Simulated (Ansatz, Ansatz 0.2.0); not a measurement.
# Notebook: relaxing the unit cell of LuNiC$_2$ and comparing it with X-ray lattice constants

*A beginner's notebook, kept as written. Several of its settings and conclusions are unsound; a review follows at the end.*

## What was measured

The measured cell comes from "Single crystal study of the charge density wave metal LuNiC2" (2018, arXiv:1802.02061). A fragment of an annealed sample was measured by single crystal X-ray diffraction at room temperature, and the three edges of the orthorhombic cell were found to be $a = 3.4506$ Å, $b = 4.4787$ Å and $c = 5.9857$ Å, with uncertainties of a few ten-thousandths of an ångström. At room temperature the crystal is already below its charge density wave transition, so there are extra superstructure reflections. These were disregarded, and the cell is the average one with the modulation ignored.

| compared with | measured | source's wording or label | T (K) | method |
| --- | --- | --- | --- | --- |
| a (Å) | 3.4506 ± 0.0002 | 3.4506 ± 0.0002 A | room temperature | single crystal XRD |
| b (Å) | 4.4787 ± 0.0002 | 4.4787 ± 0.0002 A | room temperature | single crystal XRD |
| c (Å) | 5.9857 ± 0.0003 | 5.9857 ± 0.0003 A | room temperature | single crystal XRD |

## Approach

I want to get $a$, $b$ and $c$ out of a relaxation and see whether they match the X-ray values. My model is the small average cell with four atoms, started from a database structure that was itself relaxed by earlier theory. I will count it as a success if each edge comes within 0.02 Å of the measured one. I chose that because it looks like a small number next to the edges; I have no better reason. I will start with LDA, since it comes first in the tutorial I worked through, and change settings if the numbers do not fit.

System: LuNiC2, orthorhombic CeNiC2-type average structure; Amm2 (No. 38), 4 atoms in the primitive cell; the database structure is a structure relaxed by earlier theory, not a measurement: a = 3.448 Å, b = 4.457 Å, c = 5.914 Å.

## 1. Settings from the silicon tutorial

The tutorial I did was on silicon, and it used LDA with fixed occupations, so I am copying that. Smearing looks like an extra approximation, and I would rather leave it out so that the result is cleaner. The cutoff I leave to the default of the files. I expect the cell to come out close to the X-ray one, because the database structure I start from is already close.

**Run 1.** Ansatz 0.2.0: LDA, cell and atoms relaxed from the database structure, cutoff left to the files' default, 10x10x10 k mesh, fixed occupations.

Key lines of the input:
```
crystal:
  # lattice and atoms
kpoints:
  mp_grid: { grid: [10, 10, 10] }
hamiltonian:
  xc: lda
scf:
  occupations: { method: fixed }
  max_iter: 60
output:
  stress: true
relax:
  adjacent_minimum: "off"
  max_steps: 30
  cell: { stress_tol: 0.03 }
```

Command:
```
ansatz run input.yaml --threads 4 --pin off --max-ram 16384MiB --backend cpu --events-out ev --progress --plain --runs-dir out
```

Selected lines of the output:
```
Error: inconsistent input (scf.occupations.method, magnetization): a σ = 0 step fill (method: fixed, or a smearing width below the step floor) cannot realise an odd electron count (51) [...]
```

Input refused; 0.1 s on 4 cores of Arm Neoverse V1, shared host.

The program refused to start. The message says something about an odd electron count, 51, and a smearing width below a floor. The silicon example ran with the same setting, so I think the program is just fussy about this compound. What I take from the message is that the smearing has to be large enough, and mine was zero.

## 2. A large smearing to be safe

I am switching to Fermi-Dirac smearing with a width of 0.8 eV, so that I am well above whatever the floor is. The name Fermi-Dirac also sounds right for electrons. I am keeping LDA and the same k mesh, and I expect the width to matter only for getting the run started, not for the cell.

**Run 2.** Ansatz 0.2.0: LDA, cell and atoms relaxed from the database structure, PAW set soft_2, cutoff 420 eV (default), 10x10x10 k mesh, Fermi-Dirac smearing 0.8 eV.

Key lines of the input, as changed from run 1:
```diff
  scf:
-   occupations: { method: fixed }
-   max_iter: 60
+   occupations: { method: fermi_dirac, width: 0.8 }
```

Selected lines of the output:
```
Basis set: ecut = 420 eV, 877 PW (Γ) [...]
k-points: 186 of 1000 (time reversal used)
relax step   9: F+E_penalty+E_count = -20755.38154071 eV  [...]  P = +0.000 GPa  Ω = 44.344 Å³
relax step  10: F+E_penalty+E_count = -20755.38149156 eV  [...]  P = -0.001 GPa  Ω = 44.344 Å³
  cell:  # Å, volume = 44.3437 Å³
```

Converged; took 1.8 min. Warnings: bands_taken_in.

| quantity | run 2 | measured | deviation |
| --- | --- | --- | --- |
| a (Å) | 3.3704 | 3.4506 ± 0.0002 | −0.0802 (−2.3 %) |
| b (Å) | 4.4415 | 4.4787 ± 0.0002 | −0.0372 (−0.8 %) |
| c (Å) | 5.9246 | 5.9857 ± 0.0003 | −0.0611 (−1.0 %) |
| conventional cell volume (Å³) | 88.69 |  |  |

The run finished and the pressure at the end is practically zero, so the calculation itself must be right. But all three edges are too short, and $a$ is the worst, at 3.3704 Å against 3.4506 Å. None of them is within my 0.02 Å. I suspect the X-ray values, because the superstructure reflections were left out there, and leaving out part of the data could easily make the cell look too big.

I also noticed that the program used only 186 of the 1000 k-points. I take this to mean that most of them are not needed.

## 3. Only one k-point

If most of the k-points can be thrown away, one should do for such a small cell, and then I can try things faster. I am also going to Gaussian smearing of 0.1 eV, which is still above zero, so the program should accept it. I expect nearly the same cell as before.

**Run 3.** Ansatz 0.2.0: LDA, cell and atoms relaxed from the database structure, PAW set soft_2, cutoff 420 eV (default), 1x1x1 k mesh, Gaussian smearing 0.1 eV.

Key lines of the input:
```
crystal:
  # lattice and atoms
kpoints:
  mp_grid: { grid: [1, 1, 1] }
hamiltonian:
  xc: lda
scf:
  occupations: { method: gaussian, width: 0.1 }
output:
  stress: true
relax:
  adjacent_minimum: "off"
  max_steps: 30
  cell: { stress_tol: 0.03 }
```

Selected lines of the output:
```
Basis set: ecut = 420 eV, 1237 PW (Γ) [...]
k-points: 1
SCF iter  18: F=—  HF=-20753.922947 eV  |F-HF|=—  |Δ(HF+E_count)|=  3.35e-10  Δρ=5.28e-7  dr2=8.53e-11
SCF iter  19: F=—  HF=-20753.922947 eV  |F-HF|=—  |Δ(HF+E_count)|=  1.02e-10  Δρ=2.30e-7  dr2=1.73e-11
SCF iter  20: F=-20753.922947 eV  HF=-20753.922947 eV  |F-HF|=7.28e-12  |Δ(HF+E_count)|=  7.28e-12  Δρ=1.01e-7  …
relax step  28: F+E_penalty+E_count = -20753.90060719 eV  [...]  P = -0.005 GPa  Ω = 62.522 Å³
relax step  29: F+E_penalty+E_count = -20753.92288811 eV  [...]  P = +0.134 GPa  Ω = 62.522 Å³
relax step  30: F+E_penalty+E_count = -20753.92294712 eV  [...]  P = +0.046 GPa  Ω = 62.897 Å³
```

Not converged; took 12 s.

This one used up its 30 steps without finishing. The volume went up to 62.897 Å$^3$, where the last run ended at 44.344 Å$^3$. I do not think the single k-point is to blame, because the energy inside the last step settled down to a difference of $7.28\times10^{-12}$ eV, which is as good as exact.

What does look different is the number of plane waves, 1237 now and 877 before. More waves need more room, so I think they are pushing the cell apart.

## 4. Fewer plane waves

The way to get fewer plane waves is a lower cutoff, so I am going down to 150 eV. I am putting the k mesh back to 10x10x10, because the run with that mesh did finish. The cell was too small with 877 waves and much too big with 1237, so I am not sure where it will land, but I expect it to stop swelling.

**Run 4.** Ansatz 0.2.0: LDA, cell and atoms relaxed from the database structure, PAW set soft_2, cutoff 150 eV, 10x10x10 k mesh, Gaussian smearing 0.1 eV.

Key lines of the input, as changed from run 2:
```diff
  scf:
-   occupations: { method: fermi_dirac, width: 0.8 }
+   occupations: { method: gaussian, width: 0.1 }
+ basis:
+   ecutwfc: 150.0
```

Selected lines of the output:
```
Basis set: ecut = 150 eV, 183 PW (Γ) [...]
k-points: 186 of 1000 (time reversal used)
SCF iter   4: F=—  HF=-20615.297330 eV  |F-HF|=—  |Δ(HF+E_count)|=   6.73e-9  Δρ=1.33e-6  dr2=5.08e-10
SCF iter   5: F=—  HF=-20615.297330 eV  |F-HF|=—  |Δ(HF+E_count)|=  1.13e-10  Δρ=5.38e-7  dr2=1.05e-10
SCF iter   6: F=-20615.297330 eV  HF=-20615.297330 eV  |F-HF|=7.28e-12  |Δ(HF+E_count)|=  1.46e-11  Δρ=1.28e-7  …
relax step  28: F+E_penalty+E_count = -20615.50958632 eV  [...]  P = +2.533 GPa  Ω = 45.361 Å³
relax step  29: F+E_penalty+E_count = -20615.27734991 eV  [...]  P = -0.217 GPa  Ω = 45.383 Å³
relax step  30: F+E_penalty+E_count = -20615.29733018 eV  [...]  P = -0.023 GPa  Ω = 45.381 Å³
```

Not converged; took 63 s. Warnings: cutoff_below_recommended.

The swelling has stopped. With 183 plane waves the volume ends at 45.381 Å$^3$, far below the 62.897 Å$^3$ of the run with 1237, so I was right that the waves push the cell apart. It is also a little larger than the 44.344 Å$^3$ from the first run that finished, which is the direction I need.

It still did not finish in 30 steps. The pressure in the last step is only -0.023 GPa, though, so I count the volume as good. I think the program had too few waves to find its way to the end.

## 5. A cutoff in between

The run with 877 waves finished but gave a cell that was too small, and the one with 1237 gave a cell that was too big. The right number should lie between them, so I want a cutoff somewhat above 420 eV and am taking 500 eV because it is a round number. I am writing it as `cutoff: 500`, since that is what it is called. I expect the edges to come out longer than in the run that finished, and hopefully close to the X-ray ones.

**Run 5.** Ansatz 0.2.0: LDA, cell and atoms relaxed from the database structure, cutoff left to the files' default, 10x10x10 k mesh, Gaussian smearing 0.1 eV; cutoff typed as cutoff: 500.

Key lines of the input, as changed from run 4:
```diff
- basis:
-   ecutwfc: 150.0
  relax:
-   max_steps: 30
+   max_steps: 60
+ basis:
+   cutoff: 500
```

Selected lines of the output:
```
Error: YAML parse error: error: line 27 column 3: unknown field `cutoff`, expected one of ecutwfc, ecutrho_ratio, smooth_cutoff_half_width, xc_grid, low_memory, fft_grid_basis, precision [...]
  --> <input>:27:3
   |
25 |   cell: { stress_tol: 0.03 }
26 | basis:
27 |   cutoff: 500
   |   ^ unknown field `cutoff`, expected one of ecutwfc, ecutrho_ratio, smooth_cutoff_half_width, xc_gri
```

Input refused; 4 cores of Arm Neoverse V1, shared host.

The program does not know the word `cutoff`. In the list it gives there is `ecutwfc`, which is what I had in the 150 eV run, so I should have looked back at that one. Nothing was calculated, and my idea about the plane waves still stands.

## 6. More plane waves, with the right word

I am going back to `ecutwfc`, and since I have lost a run I want to see a clear effect this time, so I am taking 590 eV and not 500 eV. More waves should push the cell apart, so all three edges should become longer than in the run at 420 eV that finished. It may overshoot the X-ray values, but then I would know that the right cutoff is somewhere between the two.

**Run 6.** Ansatz 0.2.0: LDA, cell and atoms relaxed from the database structure, PAW set soft_2, cutoff 590 eV, 10x10x10 k mesh, Gaussian smearing 0.1 eV.

Key lines of the input, as changed from run 5:
```diff
+ basis:
+   ecutwfc: 590.0
- basis:
-   cutoff: 500
```

Selected lines of the output:
```
Basis set: ecut = 590 eV, 1399 PW (Γ) [...]
relax step   6: F+E_penalty+E_count = -20753.99843930 eV  [...]  P = -0.004 GPa  Ω = 43.435 Å³
relax step   7: F+E_penalty+E_count = -20753.99807185 eV  [...]  P = -0.002 GPa  Ω = 43.435 Å³
  cell:  # Å, volume = 43.4353 Å³
```

Converged; 88 s on 4 cores of Arm Neoverse V2, shared host.

| quantity | run 6 | measured | deviation |
| --- | --- | --- | --- |
| a (Å) | 3.3751 | 3.4506 ± 0.0002 | −0.0755 (−2.2 %) |
| b (Å) | 4.4197 | 4.4787 ± 0.0002 | −0.0590 (−1.3 %) |
| c (Å) | 5.8237 | 5.9857 ± 0.0003 | −0.1620 (−2.7 %) |
| conventional cell volume (Å³) | 86.87 |  |  |

The run finished, but the cell did not swell. There are 1399 plane waves now, more than in any run so far, and the volume is 43.435 Å$^3$, smaller than the 44.344 Å$^3$ at 420 eV. Only $a$ became longer, from 3.3704 to 3.3751 Å. The other two edges shrank, and $c$ is now 0.1620 Å too short.

So the waves seem to push only along $a$, and along the other edges they pull. I conclude that a high cutoff makes the result worse and that the default of 420 eV is the best one for this compound.

## 7. A functional from a molecule tutorial

As the cutoff is settled now, I am changing the functional. In a tutorial on organic molecules they used BLYP with the D3(BJ) correction, and the bond lengths came out well. There is carbon in my compound too, so I am copying that with the default cutoff. I expect the carbon atoms to be described better and the edges to move towards the X-ray values.

**Run 7.** Ansatz 0.2.0: BLYP+D3(BJ), cell and atoms relaxed from the database structure, PAW set soft_2, cutoff 420 eV (default), 10x10x10 k mesh, Gaussian smearing 0.1 eV.

Key lines of the input, as changed from run 5:
```diff
  hamiltonian:
-   xc: lda
+   xc: blyp
+   dispersion: d3bj
- basis:
-   cutoff: 500
```

Selected lines of the output:
```
Basis set: ecut = 420 eV, 885 PW (Γ) [...]
relax step   8: F+E_penalty+E_count = -21111.69049897 eV  [...]  P = -0.002 GPa  Ω = 45.559 Å³
```

Converged; took 57 s.

| quantity | run 7 | measured | deviation |
| --- | --- | --- | --- |
| a (Å) | 3.4234 | 3.4506 ± 0.0002 | −0.0272 (−0.8 %) |
| b (Å) | 4.4640 | 4.4787 ± 0.0002 | −0.0147 (−0.3 %) |
| c (Å) | 5.9625 | 5.9857 ± 0.0003 | −0.0232 (−0.4 %) |
| conventional cell volume (Å³) | 91.12 |  |  |

This is the closest I have come. The edge $b$ is 4.4640 Å, only 0.0147 Å short of the X-ray value and inside my 0.02 Å. The other two are still outside, $a$ by 0.0272 Å and $c$ by 0.0232 Å, so by my own target the cell as a whole has not passed.

All three edges moved the way I wanted, so I conclude that the carbon was the problem all along and that the molecule tutorial was the right one to copy. The number of plane waves is 885, almost the same as the 877 in the first run that finished, which tells me that 420 eV was the right cutoff too. What is still missing I put down to the X-ray side, where the superstructure reflections were left out. I am settling on this cell as my result for LuNiC$_2$.

## All runs against the measurement

| run | settings | a (Å) | b (Å) | c (Å) | mean abs. dev. (%) | cost | status |
| --- | --- | --- | --- | --- | --- | --- | --- |
| 1 | LDA, cutoff left to the files' default, 10x10x10 k mesh, fixed occupations | – | – | – |  | under 1 core-min | input refused |
| 2 | LDA, PAW set soft_2, cutoff 420 eV (default), 10x10x10 k mesh, Fermi-Dirac smearing 0.8 eV | 3.3704 | 4.4415 | 5.9246 | 1.4 | 7.1 core-min |  |
| 3 | LDA, PAW set soft_2, cutoff 420 eV (default), 1x1x1 k mesh, Gaussian smearing 0.1 eV | – | – | – |  | under 1 core-min | not converged |
| 4 | LDA, PAW set soft_2, cutoff 150 eV, 10x10x10 k mesh, Gaussian smearing 0.1 eV | – | – | – |  | 4.2 core-min | not converged |
| 5 | LDA, cutoff left to the files' default, 10x10x10 k mesh, Gaussian smearing 0.1 eV, cutoff typed as cutoff: 500 | – | – | – |  | – | input refused |
| 6 | LDA, PAW set soft_2, cutoff 590 eV, 10x10x10 k mesh, Gaussian smearing 0.1 eV | 3.3751 | 4.4197 | 5.8237 | 2.1 | 5.9 core-min |  |
| 7 | BLYP+D3(BJ), PAW set soft_2, cutoff 420 eV (default), 10x10x10 k mesh, Gaussian smearing 0.1 eV | 3.4234 | 4.4640 | 5.9625 | 0.5 | 3.8 core-min |  |
|  | measured | 3.4506 ± 0.0002 | 4.4787 ± 0.0002 | 5.9857 ± 0.0003 |  |  |  |

## Closing entry

My result for LuNiC$_2$ is the BLYP+D3(BJ) cell, with $a = 3.4234$ Å, $b = 4.4640$ Å and $c = 5.9625$ Å. Only $b$ meets the 0.02 Å I set myself, so by that target I did not succeed. On average the edges are 0.5 % off, against 1.4 % and 2.1 % for the two LDA runs that finished, and I think that is close enough to keep.

What I am writing down for next time is to use BLYP with D3(BJ) whenever there is carbon in the compound, to leave the cutoff at 420 eV, and not to bother with LDA for a crystal like this. The 590 eV run took me further from the X-ray values, so I see no reason to go that high again.

I still do not understand why the run with one k-point swelled so much. I had put it down to the plane waves, but then the 590 eV run had even more of them and shrank. Perhaps the program handles them differently when there is only one k-point. I am leaving it there.

## Reviewer's comments

Further runs made for the review:

| reviewer's run | settings | a (Å) | b (Å) | c (Å) | mean abs. dev. (%) | cost |
| --- | --- | --- | --- | --- | --- | --- |
| R1 | LDA, PAW set soft_2, cutoff 420 eV (default), 10x10x10 k mesh, Gaussian smearing 0.1 eV | 3.3749 | 4.4200 | 5.8239 | 2.1 | 5.3 core-min |
| R2 | r2SCAN, PAW set soft_2, cutoff 500 eV (default), 10x10x10 k mesh, Gaussian smearing 0.1 eV | 3.4632 | 4.4555 | 5.9200 | 0.7 | 13 core-min |
| R3 | PBEsol, PAW set soft_2, cutoff 420 eV (default), 10x10x10 k mesh, Gaussian smearing 0.1 eV | 3.4158 | 4.4547 | 5.8781 | 1.1 | 4.6 core-min |
|  | measured | 3.4506 ± 0.0002 | 4.4787 ± 0.0002 | 5.9857 ± 0.0003 |  |  |

The notebook reports its misses honestly, and its 10x10x10 mesh is a sound choice. The 0.02 Å target, however, is arbitrary and tighter than common functionals reliably achieve. A good starting cell doesn't guarantee a good relaxed one either.

Run 1 was rightly refused: 51 electrons per cell cannot fill paired levels, and a metal needs smearing. Run 2 then overdid it, since 0.8 eV corresponds to electrons at roughly 9000 K. The same LDA calculation with Gaussian smearing of 0.1 eV (R1) costs 5.3 core-minutes and gives $c = 5.8239$ Å instead of 5.9246 Å. Run 2's better agreement is therefore chance. Its warning about missed levels was also ignored, and zero pressure shows only that the cell is relaxed for the chosen settings. Nor does omitting superstructure reflections enlarge the measured average cell. The 186 k-points stand for all 1000 by symmetry; the others aren't superfluous.

Run 3 swelled because one k-point cannot sample this metal's bands. The tiny energy difference shows self-consistency, not an adequate mesh. At fixed cutoff the number of plane waves grows with the volume, so the 1237 waves were a result of the swelling, not its cause.

Run 4 restored the mesh, which is what stopped the swelling, but its 150 eV cutoff was far too low, as the ignored warning indicated. Its energy lies roughly 140 eV above run 6's, and the pressure was still jumping between the last steps. One small final pressure doesn't validate the volume, and its shift towards experiment is chance.

Run 5 failed on a keyword that the program doesn't know, correctly diagnosed afterwards. But a cutoff should be raised until the result stops changing, not tuned to the measurement. Run 6 is a sound LDA calculation and agrees with R1 at 420 eV within 0.0003 Å on every edge. Plane waves thus neither push nor pull, and the higher cutoff did no harm. The apparent worsening came from removing run 2's excessive smearing; what remains is LDA's well-known tendency to make cells too small.

Run 7 changed the functional for every atom, so it cannot show that carbon was the problem. BLYP was made with molecules in mind and is a poor general choice for metals; its closeness here is best taken as chance, not as a rule for compounds containing carbon. Nor does a similar number of plane waves prove the cutoff right. A better-founded choice was r2SCAN (R2), for 13 core-minutes.

The verdict is fair agreement, with a clear miss in $c$. R2 makes $a$ 0.0126 Å too long, $b$ 0.0232 Å too short and $c$ 0.0657 Å too short, the last about 1.1 %. PBEsol (R3) also gives too short a $c$, at 5.8781 Å. Thermal expansion, absent from these relaxations, may explain a small part of the shortfall in $c$, though it would probably make R2's excess in $a$ larger, and the ignored modulation should barely alter the average edges. As the functionals differ noticeably among themselves, they are more suspect than the X-ray values, but the rest of the shortfall in $c$ remains unexplained.

[Logs are printed without paths, hosts, clocks, repeated set-up lines and the standing remarks that a program may print on its own settings, such as how far it seeks lower states.]

[The runs shown are a pick from a larger set of finished runs; failed, doubtful and other runs were left out of it ahead of writing. So were measured values far from every level or from commonly accepted values, and agreement can look better than it is. Lines of input and output are excerpts and may be shortened.]

[The starting structure comes from the Materials Project.]
